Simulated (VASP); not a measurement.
# C in VASP: further runs

Aim: see how the results for C move with the level of theory and the settings. Levels: r2SCAN, LDA, PBE+D3(BJ), HSE06, PBE0. Tasks: band structure, phonons.

Program: VASP 6.6.1. These are calculated values, not measurements. Logs are shortened: lines on timing, memory, paths and dates and some standing lists are left out, and cuts for length are marked.

### 1 Starting point

The cell holds a slab with vacuum, 4 atoms: a = 2.466 Å, b = 2.466 Å, c = 21.902 Å, α = 90.00°, β = 90.00°, γ = 120.00°.

The slab is cut from a database's or a generator's crystal, which needn't be the stable form of the element.

### 2 Band structure, r2SCAN

INCAR reads:

```
ALGO     = All            # electronic algorithm
AMIN     = 0.01         
DIPOL    = 0.5 0.5 0.500
EDIFF    = 1E-7           # SCF threshold, eV
ENCUT    = 520            # plane-wave cutoff, eV
IDIPOL   = 3            
ISIF     = 2              # what is computed and relaxed
ISMEAR   = 0              # smearing method
KPAR     = 2            
LASPH    = True           # aspherical terms in the spheres
LCHARG   = False          # write CHGCAR
LDIPOL   = True         
LMIXTAU  = True         
LREAL    = False          # projectors in reciprocal space
LVACPOTAV= True         
LVHAR    = True         
LWAVE    = False          # write WAVECAR
METAGGA  = R2SCAN         # meta-GGA
NBANDS   = 16             # bands
NELM     = 120            # most SCF steps
PREC     = Accurate       # precision mode
SIGMA    = 0.03           # smearing width, eV
```

KPOINTS reads:

```
k-points
0
Gamma
  15 15 1
```

POSCAR reads:

```
C                                       
1.0
    2.4657358425     -0.0000000000      0.0000000000
   -1.2328679213      2.1353898790      0.0000000000
    0.0000000000      0.0000000000     21.9015365000
  C             
     4
Direct
     0.0000000000000000    0.0000000000000000    0.4224813276581285
     0.6666666699999979    0.3333333400000029    0.4224562669869809
     0.0000000000000000    0.0000000000000000    0.5775186723418715
     0.3333333300000021    0.6666666599999971    0.5775437330130191
```

KPOINTS_OPT reads:

```
explicit points
67
Reciprocal
 0.0000000000  0.0000000000  0.0000000000 1
 0.0357142900  0.0000000000  0.0000000000 1
 0.0714285700  0.0000000000  0.0000000000 1
 0.1071428600  0.0000000000  0.0000000000 1
 0.1428571400  0.0000000000  0.0000000000 1
 0.1785714300  0.0000000000  0.0000000000 1
 0.2142857100  0.0000000000  0.0000000000 1
 0.2500000000  0.0000000000  0.0000000000 1
 0.2857142900  0.0000000000  0.0000000000 1
 0.3214285700  0.0000000000  0.0000000000 1
 0.3571428600  0.0000000000  0.0000000000 1
 0.3928571400  0.0000000000  0.0000000000 1
 0.4285714300  0.0000000000  0.0000000000 1
 0.4642857100  0.0000000000  0.0000000000 1
 0.5000000000  0.0000000000  0.0000000000 1
 0.4791666700  0.0416666700  0.0000000000 1
 0.4583333300  0.0833333300  0.0000000000 1
 0.4375000000  0.1250000000  0.0000000000 1
 0.4166666700  0.1666666700  0.0000000000 1
 0.3958333300  0.2083333300  0.0000000000 1
 0.3750000000  0.2500000000  0.0000000000 1
 0.3541666700  0.2916666700  0.0000000000 1
 0.3333333300  0.3333333300  0.0000000000 1
 0.3137254900  0.3137254900  0.0000000000 1
 0.2941176500  0.2941176500  0.0000000000 1
 0.2745098000  0.2745098000  0.0000000000 1
 0.2549019600  0.2549019600  0.0000000000 1
 0.2352941200  0.2352941200  0.0000000000 1
 0.2156862700  0.2156862700  0.0000000000 1
 0.1960784300  0.1960784300  0.0000000000 1
 0.1764705900  0.1764705900  0.0000000000 1
 0.1568627500  0.1568627500  0.0000000000 1
 0.1372549000  0.1372549000  0.0000000000 1
 0.1176470600  0.1176470600  0.0000000000 1
 0.0980392200  0.0980392200  0.0000000000 1
 0.0784313700  0.0784313700  0.0000000000 1
 0.0588235300  0.0588235300  0.0000000000 1
 0.0392156900  0.0392156900  0.0000000000 1
 0.0196078400  0.0196078400  0.0000000000 1
 0.0000000000  0.0000000000  0.0000000000 1
 0.0000000000  0.0000000000  0.0000000000 1
 0.0047121800 -0.0023560900  0.0000000000 1
-0.0047121800  0.0023560900  0.0000000000 1
 0.0137438600 -0.0068719300  0.0000000000 1
-0.0137438600  0.0068719300  0.0000000000 1
 0.0000000000  0.0040808700  0.0000000000 1
-0.0000000000 -0.0040808700  0.0000000000 1
 0.0000000000  0.0119025300  0.0000000000 1
-0.0000000000 -0.0119025300  0.0000000000 1
 0.5000000000  0.0000000000  0.0000000000 1
 0.5047121800 -0.0023560900  0.0000000000 1
 0.4952878200  0.0023560900  0.0000000000 1
 0.5137438600 -0.0068719300  0.0000000000 1
 0.4862561400  0.0068719300  0.0000000000 1
 0.5000000000  0.0040808700  0.0000000000 1
 0.5000000000 -0.0040808700  0.0000000000 1
 0.5000000000  0.0119025300  0.0000000000 1
 0.5000000000 -0.0119025300  0.0000000000 1
 0.3333333300  0.3333333300  0.0000000000 1
 0.3380455100  0.3309772400  0.0000000000 1
 0.3286211500  0.3356894200  0.0000000000 1
 0.3470771900  0.3264614000  0.0000000000 1
 0.3195894700  0.3402052600  0.0000000000 1
 0.3333333300  0.3374142000  0.0000000000 1
 0.3333333300  0.3292524600  0.0000000000 1
 0.3333333300  0.3452358600  0.0000000000 1
 0.3333333300  0.3214308000  0.0000000000 1
```

Potentials or basis: VASP PAW PBE potentials, release 64 (C).

Started as:

```console
> cat potpaw_PBE.64/C/POTCAR > POTCAR
> mpirun -np 2 vasp_std > vasp.out
```

OUTCAR:

```text
EDIFF = 1E-7
   ENCUT = 520
   ISIF = 2
   ISMEAR = 0
   LASPH = True
   LREAL = False
   METAGGA = R2SCAN
   NELM = 120
   PREC = Accurate

 ion  position               nearest neighbor table
   1  0.000  0.000  0.422-   2 1.42   2 1.42   2 1.42
   2  0.667  0.333  0.422-   1 1.42   1 1.42   1 1.42
   3  0.000  0.000  0.578-   4 1.42   4 1.42   4 1.42
   4  0.333  0.667  0.578-   3 1.42   3 1.42   3 1.42

  LATTYP: Found a hexagonal cell.
 ALAT       =     2.4657358425
 C/A-ratio  =     8.8823531388

  Lattice vectors:

 A1 = (   2.4657358425,   0.0000000000,   0.0000000000)
 A2 = (  -1.2328679213,   2.1353898790,   0.0000000000)
 A3 = (   0.0000000000,   0.0000000000,  21.9015365000)

Analysis of symmetry for initial positions (statically):
=====================================================================
 Subroutine PRICEL returns:
 Original cell was already a primitive cell.

 Routine SETGRP: Setting up the symmetry group for a
 hexagonal supercell.

 Subroutine GETGRP returns: Found 12 space group operations
 (whereof 12 operations were pure point group operations)
 out of a pool of 24 trial point group operations.

The static configuration has the point symmetry D_3d.

Analysis of symmetry for dynamics (positions and initial velocities):
=====================================================================
 Subroutine PRICEL returns:
 Original cell was already a primitive cell.

 Routine SETGRP: Setting up the symmetry group for a
 hexagonal supercell.

 Subroutine GETGRP returns: Found 12 space group operations
 (whereof 12 operations were pure point group operations)
 out of a pool of 24 trial point group operations.

The dynamic configuration has the point symmetry D_3d.

 Subroutine INISYM returns: Found 12 space group operations
 (whereof 12 operations are pure point group operations),
 and found     1 'primitive' translations

----------------------------------------------------------------------------------------

                                     Primitive cell

  volume of cell :     115.3183

  direct lattice vectors                    reciprocal lattice vectors
     2.465735842  0.000000000  0.000000000     0.405558447  0.234149279  0.000000000
    -1.232867921  2.135389879  0.000000000     0.000000000  0.468298557  0.000000000
     0.000000000  0.000000000 21.901536500     0.000000000  0.000000000  0.045658897

  length of vectors
     2.465735842  2.465735843 21.901536500     0.468298558  0.468298557  0.045658897

  position of ions in fractional coordinates (direct lattice)
     0.000000000  0.000000000  0.422481328
     0.666666670  0.333333340  0.422456267
     0.000000000  0.000000000  0.577518672
     0.333333330  0.666666660  0.577543733

  ion indices of the primitive-cell ions
   primitive index   ion index
                 1           1
                 2           2
                 3           3
                 4           4

----------------------------------------------------------------------------------------

 KPOINTS: k-points

Automatic generation of k-mesh.
 Grid dimensions read from file:
 generate k-points for:   15   15    1

 Generating k-lattice:

  Cartesian coordinates                     Fractional coordinates (reciprocal lattice)
     0.027037230  0.015609952  0.000000000     0.066666667  0.000000000  0.000000000
     0.000000000  0.031219904  0.000000000     0.000000000  0.066666667  0.000000000
     0.000000000  0.000000000  0.045658897     0.000000000  0.000000000  1.000000000

  Length of vectors
     0.031219904  0.031219904  0.045658897

  Shift w.r.t. Gamma in fractional coordinates (k-lattice)
     0.000000000  0.000000000  0.000000000

 Subroutine IBZKPT returns following result:
 ===========================================

 Found     27 irreducible k-points:

 Following reciprocal coordinates:
            Coordinates               Weight
  0.000000  0.000000  0.000000      1.000000
  0.066667 -0.000000  0.000000      6.000000
  0.133333 -0.000000  0.000000      6.000000
  0.200000 -0.000000  0.000000      6.000000
  0.266667 -0.000000  0.000000      6.000000
  0.333333 -0.000000  0.000000      6.000000
[... 16 lines left out ...]
  0.333333  0.200000  0.000000     12.000000
  0.400000  0.200000  0.000000      6.000000
 [... further k-points ...]
   k-points           NKPTS =     27   k-points in BZ     NKDIM =     27   number of bands    NBANDS=     16
   number of dos      NEDOS =    301   number of ions     NIONS =      4
   total plane-waves  NPLWV =  54432
   dimension x,y,z NGX =    18 NGY =   18 NGZ =  168
   dimension x,y,z NGXF=    36 NGYF=   36 NGZF=  336
   ions per type =               4
   NGX,Y,Z   is equivalent  to a cutoff of  12.14, 12.14, 12.75 a.u.
   NGXF,Y,Z  is equivalent  to a cutoff of  24.27, 24.27, 25.50 a.u.
 SYSTEM =  unknown system
   PREC   = accura    normal or accurate (medium, high low for compatibility)
   ISTART =      0    job   : 0-new  1-cont  2-samecut
   ICHARG =      2    charge: 1-file 2-atom 10-const
   ISPIN  =      1    spin polarized calculation?
   LNONCOLLINEAR =      F non collinear calculations
   LSORBIT =      F    spin-orbit coupling
   LASPH  =      T    aspherical Exc in radial PAW
   ENCUT  =  520.0 eV  38.22 Ry    6.18 a.u.   4.58  4.58 40.72*2*pi/ulx,y,z
   NELM   =    120;   NELMIN=  2; NELMDL= -5     # of ELM steps
   EDIFF  = 0.1E-06   stopping-criterion for ELM
   LREAL  =      F    real-space projection
[... 7 lines left out ...]
   TEBEG  =    0.0;   TEEND  =   0.0 temperature during run
   PSTRESS=    0.0 pullay stress
   NELECT =      16.0000    total number of electrons
   NUPDOWN=      -1.0000    fix difference up-down
   EMIN   =  10.00;   EMAX   =-10.00  energy-range for DOS
   EFERMI =   0.00;   METHOD = LEGACY
   ISMEAR =     0;   SIGMA  =   0.03  broadening in eV -4-tet -1-fermi 0-gaus
   EFERMI_NEDOS =   21; number of points for ismear=-14 and -15
   IALGO  =     58    algorithm
   IMIX   =      4    mixing-type and parameters
     AMIX     =   0.40;   BMIX     =  1.00
     AMIX_MAG =   1.60;   BMIX_MAG =  1.00
  volume/ion in A,a.u.               =      28.83       194.55
  Fermi-wavevector in a.u.,A,eV,Ry     =   0.847518  1.601576  9.772875  0.718286
  Thomas-Fermi vector in A             =   1.963036
   LORBIT       =      0    0 simple, 1 ext, 2 COOP (PROOUT), +10 PAW based schemes
   METAGGA = R2SCAN    functional components
   LHFCALC =     F    Hartree Fock is set to
   AEXX    =    0.0000 exact exchange contribution
   IVDW    =     0    specifies the selected vdW correction
   LEPSILON=     F    determine dielectric tensor
   LRPA    =     F    only Hartree local field effects (RPA)
 non-spin polarized calculation
 Gauss-broadening in eV      SIGMA  =   0.03
  energy-cutoff  :      520.00
  volume of cell :      115.32
 maximum number of plane-waves:      3144
   NGX =  9   NGY =  9   NGZ = 81

 dipolmoment           0.000000      0.000000     -0.000000 electrons x Angstroem

 number of electron      15.9999994 magnetization

 dipolmoment           0.000000      0.000000      0.000000 electrons x Angstroem

 Free energy of the ion-electron system (eV)
  ---------------------------------------------------
  ext. energy  EPLUGINS =         0.00000000
  ---------------------------------------------------
  free energy    TOTEN  =       -39.71229039 eV

  energy without entropy =      -39.71198948  energy(sigma->0) =      -39.71213994

 E-fermi :  -1.5865     XC(G=0):  -3.6805

 val. band max:       -1.5861099302   @ k =   0.3333   0.3333   0.0000
 cond. band min:      -1.5861099099   @ k =   0.3333   0.3333   0.0000
 fundamental gap:      0.0000000203
 Fermi energy:        -1.5864649734

 k-point     1 :       0.0000    0.0000    0.0000
  band No.  band energies     occupation
      1     -22.4004      2.00000
      2     -22.2646      2.00000
      3     -10.0887      2.00000
      4      -9.1456      2.00000
      5      -4.8064      2.00000
      6      -4.8064      2.00000
[... 8 lines left out ...]
     15       7.0771      0.00000
     16       7.0782      0.00000

 k-point     2 :       0.0667   -0.0000    0.0000
  band No.  band energies     occupation
      1     -22.2891      2.00000
      2     -22.1541      2.00000
      3      -9.9550      2.00000
      4      -9.0155      2.00000
      5      -5.2668      2.00000
      6      -5.2532      2.00000
[... 8 lines left out ...]
     15       7.1252      0.00000
     16       7.5325      0.00000
[... 387 lines left out ...]
      5     -10.8110      2.00000
      6     -10.7668      2.00000
[... 8 lines left out ...]
     15      10.2724      0.00000
     16      11.3865      0.00000

 k-point    24 :       0.4000    0.2000    0.0000
  band No.  band energies     occupation
      1     -16.2327      2.00000
      2     -16.1840      2.00000
      3     -15.0529      2.00000
      4     -15.0230      2.00000
      5     -10.9550      2.00000
      6     -10.9083      2.00000
[... 8 lines left out ...]
     15      10.9023      0.00000
     16      11.0103      0.00000

 [... further k-points ...]

------------------------ aborting loop because EDIFF is reached ----------------------------------------

 vacuum level on the upper side and lower side of the slab       (xc-potential included)        -0.016        -0.016

  FORCE on cell =-STRESS in cart. coord.  units (eV):
  Direction    XX          YY          ZZ          XY          YZ          ZX
  --------------------------------------------------------------------------------------
  -------------------------------------------------------------------------------------
  Total       -0.8948562     -0.8948562      0.0804558      0.0000000      0.0000000      0.0000000
  in kB      -12.4327021    -12.4327021      1.1178141      0.0000000      0.0000000      0.0000000
  external PRESSURE =      -7.9158634 kB  Pullay stress =       0.0000000 kB

 VOLUME and BASIS-vectors are now :
 -----------------------------------------------------------------------------
  energy-cutoff  :      520.00
  volume of cell :      115.32
      direct lattice vectors                 reciprocal lattice vectors
     2.465735842  0.000000000  0.000000000     0.405558447  0.234149279  0.000000000
    -1.232867921  2.135389879  0.000000000     0.000000000  0.468298557  0.000000000
     0.000000000  0.000000000 21.901536500     0.000000000  0.000000000  0.045658897

 POSITION                                       TOTAL-FORCE (eV/Angst)
 -----------------------------------------------------------------------------------
      0.00000      0.00000      9.25299         0.000000     -0.000000     -0.018804
      1.23287      0.71180      9.25244        -0.000000      0.000000     -0.012123
      0.00000      0.00000     12.64855        -0.000000      0.000000      0.018804
     -0.00000      1.42359     12.64910         0.000000     -0.000000      0.012123
 -----------------------------------------------------------------------------------
    total drift:                                0.000000      0.000000     -0.000000

  FREE ENERGIE OF THE ION-ELECTRON SYSTEM (eV)
  ---------------------------------------------------
  free  energy   TOTEN  =       -39.7122903858 eV

  energy  without entropy=      -39.7119894847  energy(sigma->0) =      -39.71213994

 vacuum level on the upper side and lower side of the slab         2.752         2.752
```

Run time: 3.9 min. Hardware: 2 MPI ranks of Intel Xeon Platinum 8488C (Sapphire Rapids), shared host; peak memory 0.28 GiB.

Results:

| Item | Value |
| --- | --- |
| Free energy | -39.7123 eV |
| Largest force | 0.019 eV/Å |
| Band gap along the path | none (metal or under the smearing width) |
| Work function of the upper face | 4.34 eV |
| Work function of the lower face | 4.34 eV |

Forces in eV/Å, atoms in the order of the input:
```
C    0.000  0.000 -0.019
C    0.000  0.000 -0.012
C    0.000  0.000  0.019
C    0.000  0.000  0.012
```

Levels at points of the mesh, in eV from the Fermi level:
```csv
k point,band 4,band 5,band 6,band 7,band 8,band 9,band 10,band 11,band 12,band 13
"(0.00, 0.00, 0.00)",-7.56,-3.22,-3.22,-3.21,-3.21,3.80,4.20,4.63,6.03,8.64
```

Caveat: the PAW data sets were made with another functional, which shifts forces and pressure a little.

(Part 1 of 3 ends here.)
